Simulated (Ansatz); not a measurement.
# TaN (P6_3/mmc) in Ansatz: notebook

The runs below take TaN through single point, relaxation of cell and atoms, with PBE, LDA.

All numbers are computed with Ansatz 0.2.0; they aren't measurements. Logs are shortened: lines on timing, memory, paths and dates and some standing lists are left out, and cuts for length are marked.

**1. Starting point**

Symmetry: P6_3/mmc, No. 194, hexagonal system. The conventional cell has a = 2.922 Å, b = 2.922 Å, c = 5.917 Å, α = 90.00°, β = 90.00°, γ = 120.00°. Around Ta (site symmetry -3m) lie 6 N at 2.24 Å. N (site symmetry -6m2) is surrounded by 6 Ta at 2.24 Å.

The cell comes from a database or a generator and needn't be the stable form of this composition.

**2. Single point, PBE**

The input, input.yaml:

```yaml
crystal:
  lattice:
    - [2.9217699809, 0.0, 0.0]
    - [-1.4608849905, 2.5303270275, 0.0]
    - [0.0, 0.0, 5.916515]
  atoms:
    - { symbol: Ta, position: [0.0, 0.0, 0.5] }
    - { symbol: Ta, position: [0.0, 0.0, 0.0] }
    - { symbol: "N", position: [0.3333333333, 0.6666666667, 0.25] }
    - { symbol: "N", position: [0.6666666667, 0.3333333333, 0.75] }
hamiltonian:
  xc: pbe
  pseudopotentials: { kind: paw }
kpoints:
  mp_grid: { grid: [10, 10, 5] }
scf:
  occupations: { method: gaussian, width: 0.011 }
output:
  forces: true
  stress: true
  eigenvalues: true
  write_density: true
  write_potential: true
  elf: true
  volumetric_format: npy
```

Potentials or basis: Ansatz PAW.

Run with:

```bash
$ ansatz run input.yaml --threads 2 --pin off --max-ram 5632MiB --backend cpu --events-out ev --progress --plain --runs-dir out
```

Standard output:

```text
Warning: RAYON_NUM_THREADS=2 ignored (pool sized by the plan → 2); use --threads N
Engine: ansatz 0.2.0, x86_64-unknown-linux-gnu
Pseudopotentials: kind: paw
Pseudopotential: Ta, paw, valence charge 13, recommended cutoff 420 eV (normal), Ta.paw.azcp
Pseudopotential: N, paw, valence charge 5, recommended cutoff 420 eV (normal), N.paw.azcp
Functional definition: PBE
  parameter kappa = 0.804
  parameter beta = 0.06672455060314922
  exchange = pbe_x(kappa = kappa, mu = beta*pi^2/3)
  correlation = pbe_c(beta = beta)
Crystal: 4 atoms, lattice volume = 43.741 Å³
Basis set: ecut = 420 eV, 847 PW (Γ), exchange–correlation on 40×40×80 points (8 copies of the dense FFT grid, shifted against one another)
Bands: 22, of which v1, the nominal top of the filled ones, is band 18 counted from 1 (17 counted from 0)
Symmetry: 24 space group operations
Space group: P63/mmc (ITA 194), of the structure as read, at distance tolerance 3.5e-5 Å
k-points: 42 of 500
Non-local potential: Ta, projectors of the file, l = 0: 3, l = 1: 2, l = 2: 2, l = 3: 1
Non-local potential: N, projectors of the file, l = 0: 2, l = 1: 2, l = 2: 1
PAW form: soft (Blöchl's): semilocal exchange-correlation on the pseudo side does not see the compensation charge
PAW one-centre angular grid: Ta, 590 points (default); XC on 64 Gauss nodes
PAW one-centre angular grid: N, 110 points (default); XC on 64 Gauss nodes
Initial density: superposition of atomic densities (neutral atoms: chi_scale 0, normalization atom), corrected by the library's trained network
Initial wavefunctions: pseudopotential atomic-orbital guess
Functional: x = pbe(κ = 0.804, μ = 0.2195149727645171), c = pbe(β = 0.06672455060314922)
SCF iter   1: F=—  HF=-20636.193937 eV  |F-HF|=—  |Δ(HF+E_count)|=         —  Δρ=7.45e-3  dr2=1.61e-2  ethr=1.77e-3  ⟨swp⟩=6.0  Hψ=4317  notcnv=0
preconditioner: auto → none  [insulator: Δε(μ)=0.054 eV  Ē_g=9.371 eV  σ=0.011 eV  W_gap=0.69  n_scr=10 (ndim 8)  ℏωp=25.1 eV  f_vac=0.000  D(μ)=2.13/eV (n_scr^D=22)  ε∞_Penn≈8.2]
SCF iter   2: F=—  HF=-20636.189923 eV  |F-HF|=—  |Δ(HF+E_count)|=   4.01e-3  Δρ=3.08e-3  dr2=1.79e-3  ethr=4.48e-5  ⟨swp⟩=2.9  Hψ=1932  notcnv=0  defer=4
SCF iter   3: F=—  HF=-20636.190072 eV  |F-HF|=—  |Δ(HF+E_count)|=   1.49e-4  Δρ=6.72e-4  dr2=6.72e-5  ethr=4.97e-6  ⟨swp⟩=2.1  Hψ=1387  notcnv=0  defer=4
SCF iter   4: F=—  HF=-20636.190080 eV  |F-HF|=—  |Δ(HF+E_count)|=   7.34e-6  Δρ=4.75e-5  dr2=6.72e-7  ethr=1.87e-7  ⟨swp⟩=2.5  Hψ=1356  notcnv=0  defer=4
iter 5 did not close the SCF: its close was put off for the readings that it lacked (scf_convergence_deferred on its scf_iter line)
SCF iter   5: F=-20636.190080 eV  HF=-20636.190080 eV  |F-HF|=4.75e-8  |Δ(HF+E_count)|=   9.27e-8  Δρ=1.51e-5  dr2=8.63e-8  ethr=1.87e-9  ⟨swp⟩=2.1  Hψ=1395  notcnv=0  defer=4
SCF iter   6: F=-20636.190080 eV  HF=-20636.190080 eV  |F-HF|=2.87e-10  |Δ(HF+E_count)|=   1.62e-9  Δρ=2.97e-6  dr2=2.42e-9  ethr=2.40e-10  ⟨swp⟩=6.3  Hψ=5710  notcnv=0
SCF 1 converged in 6 iterations: F = -20636.190080 eV  dr2 = 2.42e-9
SCF converged after 6 iterations
Free energy (F): -20636.190080 eV
Harris-Foulkes:  -20636.190080 eV  (|F-HF|=2.87e-10)
Internal energy: -20636.189960 eV  (E = F + TS)
E sigma→0 (E₀):  -20636.190020 eV
Entropy (-TS):   -0.000120 eV (-0.030 meV/atom)
Fermi energy:    19.912420 eV
--- Per-component energies (eV) ---
  E_band       = -112.488751
  E_kinetic    = 997.729256
  E_local      = -1220.269610  (includes V_loc(G=0)·N_el)
  E_nonlocal   = 119.866654
  E_hartree    = 409.684783
  E_xc         = -559.384630
  E_vxc        = -564.092716  (∫ρ·V_xc dr)
  E_paw        = -17048.266967  (= ΣΔE_a)
  E_vpaw       = -265.091511  (= ΣTr[D̂ρ^β])
  E_aug_tail   = 0.000430  (compensation charges beyond the density's cutoff)
  E_ewald      = -3335.549875
  E_smearing   = -0.000120  (= −TS)
  E_closure    = 0.000000  (closes the sum)
  Σ components = -20636.190080   (vs F -20636.190080, Δ=0.00e0)
--- Forces (eV/Å), atoms counted from 1 ---
  atom   1  Ta     0.00000000     0.00000000     0.00000000
  atom   2  Ta     0.00000000     0.00000000    -0.00000000
  atom   3  N     -0.00000000    -0.00000000    -0.00000000
  atom   4  N      0.00000000     0.00000000     0.00000000
  max |Σ_I F_I| component: 3.70e-17 eV/Å
--- Stress (GPa, compression-positive) ---
       -1.117245      -0.000000      -0.000000
       -0.000000      -1.117245      -0.000000
       -0.000000      -0.000000      -0.966757
  P = ⅓ Tr σ = -1.0671 GPa (-10.671 kbar)
--- Band table (eV; the first three rows and the last of 42) ---
  k-point 0: bands = ["-48.5329", "-48.4964", "-15.6305", "-14.8826", "-14.6274", "-14.6274", "-14.5669", "-14.5669", "2.4180", "4.7585", "10.7121", "15.1250", "15.1250", "15.6597", "16.4420", "17.9420", "17.9420", "19.7170", "19.7170", "20.4969", "20.4969", "22.2629"]
  k-point 1: bands = ["-48.5294", "-48.4999", "-15.5631", "-14.9585", "-14.6217", "-14.6217", "-14.5727", "-14.5727", "2.6042", "4.4694", "11.1230", "14.7573", "15.2841", "15.2841", "17.2701", "17.3641", "17.3641", "20.2761", "20.2761", "20.6053", "20.6053", "21.5535"]
  k-point 2: bands = ["-48.5203", "-48.5090", "-15.3830", "-15.1523", "-14.6066", "-14.6066", "-14.5879", "-14.5879", "3.1140", "3.8112", "12.1452", "13.4429", "15.7489", "15.7489", "16.4776", "16.4776", "18.5378", "20.0588", "20.8452", "20.8452", "20.8700", "20.8700"]
  k-point 41: bands = ["-48.4303", "-48.4197", "-15.4255", "-15.3886", "-15.2265", "-15.1940", "-15.1266", "-14.9342", "4.6505", "4.7501", "12.8287", "12.9529", "13.5749", "14.0352", "14.3636", "14.9745", "19.3716", "19.4812", "21.7384", "22.3038", "23.3838", "23.5835"]
```

Run time: 0.91 s. Hardware: 2 threads of Intel Xeon 6975P-C (Granite Rapids), shared host; peak memory 0.41 GiB.

What came out:

```
Free energy            : -20636.1901 eV
Pressure               : -1.1 GPa
Band gap on the k mesh : none (metal or under the smearing width)
```

Levels at points of the mesh, in eV from the Fermi level:
| k point | band 16 | band 17 | band 18 | band 19 | band 20 | band 21 |
| --- | --- | --- | --- | --- | --- | --- |
| (0.00, 0.00, 0.00) | -1.97 | -1.97 | -0.20 | -0.20 | 0.58 | 0.58 |
| (0.00, -0.50, 0.00) | -3.66 | -2.78 | -2.09 | 2.87 | 3.95 | 4.83 |

Caveat: the pressure holds a Pulay correction of +0.4 GPa for the finite cutoff. Spin-orbit coupling is left out, which matters for the levels of Ta.

**3. Relaxation of cell and atoms, PBE**

input.yaml, as its differences from that of step 2:

```diff
@@ -16,3 +16,3 @@
 scf:
-  occupations: { method: gaussian, width: 0.011 }
+  occupations: { method: fermi_dirac, width: 0.05 }
 output:
@@ -21,5 +21,5 @@
   eigenvalues: true
-  write_density: true
-  write_potential: true
-  elf: true
-  volumetric_format: npy
+relax:
+  f_tol: 0.01
+  max_steps: 40
+  cell: { stress_tol: 0.05 }
```

Potentials or basis: Ansatz PAW.

Run with:

```bash
$ ansatz run input.yaml --threads 2 --pin off --max-ram 5632MiB --backend cpu --events-out ev --progress --plain --runs-dir out
```

Standard output:

```text
Warning: RAYON_NUM_THREADS=2 ignored (pool sized by the plan → 2); use --threads N
Engine: ansatz 0.2.0, x86_64-unknown-linux-gnu
Pseudopotentials: kind: paw
Pseudopotential: Ta, paw, valence charge 13, recommended cutoff 420 eV (normal), Ta.paw.azcp
Pseudopotential: N, paw, valence charge 5, recommended cutoff 420 eV (normal), N.paw.azcp
Functional definition: PBE
  parameter kappa = 0.804
  parameter beta = 0.06672455060314922
  exchange = pbe_x(kappa = kappa, mu = beta*pi^2/3)
  correlation = pbe_c(beta = beta)
Crystal: 4 atoms, lattice volume = 43.741 Å³
[... 90 lines left out ...]
  k-point 0: bands = ["-48.4514", "-48.4144", "-15.5580", "-14.8024", "-14.5432", "-14.5432", "-14.4821", "-14.4821", "2.4662", "4.8224", "10.7650", "15.1851", "15.1851", "15.7161", "16.5071", "18.0108", "18.0108", "19.7878", "19.7878", "20.5726", "20.5726", "22.3386"]
  k-point 1: bands = ["-48.4479", "-48.4180", "-15.4899", "-14.8791", "-14.5374", "-14.5374", "-14.4879", "-14.4879", "2.6537", "4.5311", "11.1775", "14.8167", "15.3447", "15.3447", "17.3334", "17.4310", "17.4310", "20.3494", "20.3494", "20.6815", "20.6815", "21.6269"]
  k-point 2: bands = ["-48.4387", "-48.4272", "-15.3081", "-15.0750", "-14.5222", "-14.5222", "-14.5033", "-14.5033", "3.1668", "3.8684", "12.2027", "13.5024", "15.8108", "15.8108", "16.5416", "16.5416", "18.6031", "20.1282", "20.9219", "20.9219", "20.9459", "20.9459"]
  k-point 41: bands = ["-48.3471", "-48.3364", "-15.3513", "-15.3140", "-15.1498", "-15.1169", "-15.0478", "-14.8536", "4.7091", "4.8098", "12.8783", "13.0025", "13.6326", "14.0963", "14.4255", "15.0384", "19.4413", "19.5518", "21.8182", "22.3841", "23.4736", "23.6734"]
--- Relaxed structure (3 steps of the walk, 2 accepted, 1 SCFs on fresh bases) ---
  F+E_penalty+E_count = -20636.19576377 eV   max|allowed force component| = 2.174e-16 eV/Å   (the final SCF, on the basis selected at the relaxed cell)
  cell:  # Å, volume = 43.5990 Å³
    - [2.9182240513761717, 2.8832474493886062e-11, -1.088374958406214e-30]
    - [-1.4591120257130554, 2.5272561624120935, -9.529679646690595e-20]
    - [-2.371619427657173e-33, -2.228268993006648e-19, 5.911653145631498]
  atoms:
    - { symbol: Ta, position: [1.2638915260041235e-34, 0.0, 0.5] }
    - { symbol: Ta, position: [1.3212330251065223e-34, -7.928528634582285e-37, 4.527839539413356e-72] }
    - { symbol: N, position: [0.3333333333333333, 0.6666666666666666, 0.25] }
    - { symbol: N, position: [0.6666666666666666, 0.3333333333333333, 0.75] }
```

Wall time 2.8 s (2 threads of Intel Xeon 6975P-C (Granite Rapids), shared host); peak memory 0.42 GiB.

What came out:

| Property | Result |
| --- | --- |
| Free energy | -20636.1958 eV |
| Relaxed volume | 10.90 Å³/atom |
| Relaxed cell | a = 2.918 Å, b = 2.918 Å, c = 5.912 Å, α = 90.00°, β = 90.00°, γ = 120.00° |
| Space group after relaxing (to 0.05 Å) | P6_3/mmc (No. 194) |
| Energy gained by relaxing | 0.1 meV/atom |
| Ionic steps | 3 |
| Pressure after relaxing | 0.0 GPa |
| Band gap on the k mesh | none (metal or under the smearing width) |

Step by step:
```tsv
step	energy change (eV)	largest force (eV/Å)	volume (Å³)
1	0.0000	0.0000	43.74
2	-0.0009	0.0000	43.60
3	-0.0005	0.0000	43.60
```

Final structure:
```
Ta N
1.0
     2.91822    0.00000    0.00000
    -1.45911    2.52726    0.00000
     0.00000    0.00000    5.91165
Ta N
2 2
Direct
  0.00000 0.00000 0.50000
  0.00000 0.00000 0.00000
  0.33333 0.66667 0.25000
  0.66667 0.33333 0.75000
```

Caveat: the plane-wave basis is chosen anew once the cell has moved, so the energies of steps on either side of that aren't comparable; the pressure holds a Pulay correction of +0.4 GPa for the finite cutoff. Spin-orbit coupling is left out, which matters for the levels of Ta.

**4. Relaxation of cell and atoms, LDA**

input.yaml, as its differences from that of step 3:

```diff
@@ -11,3 +11,3 @@
 hamiltonian:
-  xc: pbe
+  xc: lda
   pseudopotentials: { kind: paw }
```

Potentials or basis: Ansatz PAW.

Run with:

```bash
$ ansatz run input.yaml --threads 2 --pin off --max-ram 5632MiB --backend cpu --events-out ev --progress --plain --runs-dir out
```

Standard output:

```text
Warning: RAYON_NUM_THREADS=2 ignored (pool sized by the plan → 2); use --threads N
Engine: ansatz 0.2.0, x86_64-unknown-linux-gnu
Pseudopotentials: kind: paw
Pseudopotential: Ta, paw, valence charge 13, recommended cutoff 420 eV (normal), Ta.paw.azcp
Pseudopotential: N, paw, valence charge 5, recommended cutoff 420 eV (normal), N.paw.azcp
Functional definition: SPW92
  exchange = slater_x
  correlation = pw_c
Crystal: 4 atoms, lattice volume = 43.741 Å³
Basis set: ecut = 420 eV, 847 PW (Γ)
Bands: 22, of which v1, the nominal top of the filled ones, is band 18 counted from 1 (17 counted from 0)
Symmetry: 24 space group operations
Space group: P63/mmc (ITA 194), of the structure as read, at distance tolerance 3.5e-5 Å
k-points: 42 of 500
Non-local potential: Ta, projectors of the file, l = 0: 3, l = 1: 2, l = 2: 2, l = 3: 1
Non-local potential: N, projectors of the file, l = 0: 2, l = 1: 2, l = 2: 1
PAW form: soft (Blöchl's): semilocal exchange-correlation on the pseudo side does not see the compensation charge
PAW frozen core: Ta, regenerated for the run's functional, and the local potential with it (the file was generated under x = pbe(κ = 0.804, μ = 0.2195149727645171), c = pbe(β = 0.06672455060314922))
PAW frozen core: N, regenerated for the run's functional, and the local potential with it (the file was generated under x = pbe(κ = 0.804, μ = 0.2195149727645171), c = pbe(β = 0.06672455060314922))
[... 111 lines left out ...]
  Σ components = -20117.731546   (vs F -20117.731546, Δ=0.00e0)
--- Forces (eV/Å), atoms counted from 1 ---
  atom   1  Ta    -0.00000000    -0.00000000     0.00000000
  atom   2  Ta    -0.00000000    -0.00000000    -0.00000000
  atom   3  N     -0.00000000     0.00000000    -0.00000000
  atom   4  N      0.00000000    -0.00000000     0.00000000
  max |Σ_I F_I| component: 1.11e-16 eV/Å
--- Stress (GPa, compression-positive) ---
       -0.002600       0.000000       0.000000
        0.000000      -0.002600       0.000000
        0.000000       0.000000      -0.001035
  P = ⅓ Tr σ = -0.0021 GPa (-0.021 kbar)
--- Band table (eV; the first three rows and the last of 42) ---
  k-point 0: bands = ["-47.6098", "-47.5632", "-14.8583", "-13.9529", "-13.6604", "-13.6604", "-13.5863", "-13.5863", "3.0162", "5.7052", "11.1971", "15.6462", "15.6462", "16.1878", "17.1499", "18.6678", "18.6678", "20.4112", "20.4112", "21.2330", "21.2330", "23.1756"]
  k-point 1: bands = ["-47.6054", "-47.5676", "-14.7776", "-14.0458", "-13.6533", "-13.6533", "-13.5934", "-13.5934", "3.2278", "5.3619", "11.6496", "15.3678", "15.8148", "15.8148", "17.9137", "18.0307", "18.0307", "21.0296", "21.0296", "21.3529", "21.3529", "22.4063"]
  k-point 2: bands = ["-47.5937", "-47.5793", "-14.5612", "-14.2821", "-13.6349", "-13.6349", "-13.6120", "-13.6120", "3.8066", "4.6003", "12.7385", "14.0703", "16.3077", "16.3077", "17.0816", "17.0816", "19.2073", "20.8089", "21.6225", "21.6225", "21.6665", "21.6665"]
  k-point 41: bands = ["-47.4799", "-47.4665", "-14.6142", "-14.5684", "-14.3769", "-14.3365", "-14.2437", "-14.0124", "5.4623", "5.5857", "13.2374", "13.3668", "14.1256", "14.6512", "14.9909", "15.6469", "20.1119", "20.2331", "22.5994", "23.1961", "24.3635", "24.6025"]
--- Relaxed structure (6 steps of the walk, 6 accepted, 2 SCFs on fresh bases) ---
  F+E_penalty+E_count = -20117.73154562 eV   max|allowed force component| = 3.331e-16 eV/Å   (the final SCF, on the basis selected at the relaxed cell)
  cell:  # Å, volume = 41.5870 Å³
    - [2.8730822516314793, 2.8386465547133504e-11, -1.785331442528491e-29]
    - [-1.4365411258403231, 2.488162217060863, -1.5643106559053769e-18]
    - [-1.358291126749108e-32, -3.657735683900268e-18, 5.817430773719864]
  atoms:
    - { symbol: Ta, position: [-1.4444474582904269e-34, -1.925929944387236e-34, 0.5] }
    - { symbol: Ta, position: [-1.750348124988052e-34, -8.949326679070934e-35, 1.9073298669730336e-35] }
    - { symbol: N, position: [0.33333333333333337, 0.6666666666666667, 0.25] }
    - { symbol: N, position: [0.6666666666666667, 0.33333333333333337, 0.75] }
```

Run time: 5.5 s. Hardware: 2 threads of Intel Xeon 6975P-C (Granite Rapids), shared host; peak memory 0.41 GiB.

Results:

```yaml
Free_energy: -20117.7315 eV
Relaxed_volume: 10.40 Å³/atom
Relaxed_cell: a = 2.873 Å, b = 2.873 Å, c = 5.817 Å, α = 90.00°, β = 90.00°, γ = 120.00°
Space_group_after_relaxing_to_0.05_Å: P6_3/mmc (No. 194)
Energy_gained_by_relaxing: 29.7 meV/atom
Ionic_steps: 8
Pressure_after_relaxing: 0.0 GPa
Band_gap_on_the_k_mesh: none (metal or under the smearing width)
```

The path:
```
step  energy change (eV)  largest force (eV/Å)  volume (Å³)
   1              0.0000                0.0000        43.74
   2             -0.0542                0.0000        40.17
   3             -0.1216                0.0000        41.68
   4             -0.1248                0.0000        41.64
   5             -0.1249                0.0000        41.61
   6             -0.1187                0.0000        41.61
   7             -0.1188                0.0000        41.59
   8             -0.1187                0.0000        41.59
```

Final structure:
```yaml
crystal:
  lattice:
    - [2.87308, 0.00000, 0.00000]
    - [-1.43654, 2.48816, 0.00000]
    - [0.00000, 0.00000, 5.81743]
  atoms:
    - { symbol: Ta, position: [0.00000, 0.00000, 0.50000] }
    - { symbol: Ta, position: [0.00000, 0.00000, 0.00000] }
    - { symbol: N, position: [0.33333, 0.66667, 0.25000] }
    - { symbol: N, position: [0.66667, 0.33333, 0.75000] }
```

Levels at points of the mesh, in eV from the Fermi level:
```
            k point  band 14  band 15  band 16  band 17  band 18  band 19  band 20  band 21  band 22
 (0.00, 0.00, 0.00)    -4.49    -3.53    -2.01    -2.01    -0.27    -0.27     0.56     0.56     2.50
(0.00, -0.50, 0.00)    -5.47    -4.11    -3.93    -2.82    -2.24     2.98     4.35     5.14     5.60
```

Caveat: the plane-wave basis is chosen anew once the cell has moved, so the energies of steps on either side of that aren't comparable; the pressure holds a Pulay correction of +0.6 GPa for the finite cutoff; the PAW data sets come from PBE, with cores solved anew for the run's functional, which leaves a small shift of forces and pressure.

**5. Overview**

| task | level | cell | smearing | gap on the mesh (eV) | pressure (GPa) | relaxed volume (Å³/atom) |
| --- | --- | --- | --- | --- | --- | --- |
| single point | PBE | as given | gaussian 0.011 eV | none | -1.1 | - |
| relaxation of cell and atoms | PBE | relaxed | fermi-dirac 0.05 eV | none | 0.0 | 10.90 |
| relaxation of cell and atoms | LDA | relaxed | fermi-dirac 0.05 eV | none | 0.0 | 10.40 |

Alike in all rows: potentials or basis Ansatz PAW; no spin polarisation; k mesh 10 × 10 × 5; cutoff (eV) 420.

Caveats: the plane-wave basis is chosen anew once the cell has moved, so the energies of steps on either side of that aren't comparable (some runs); the PAW data sets come from PBE, with cores solved anew for the run's functional, which leaves a small shift of forces and pressure (some runs).

Total energies depend on the potentials used, so only differences within one code and one set of settings carry meaning.
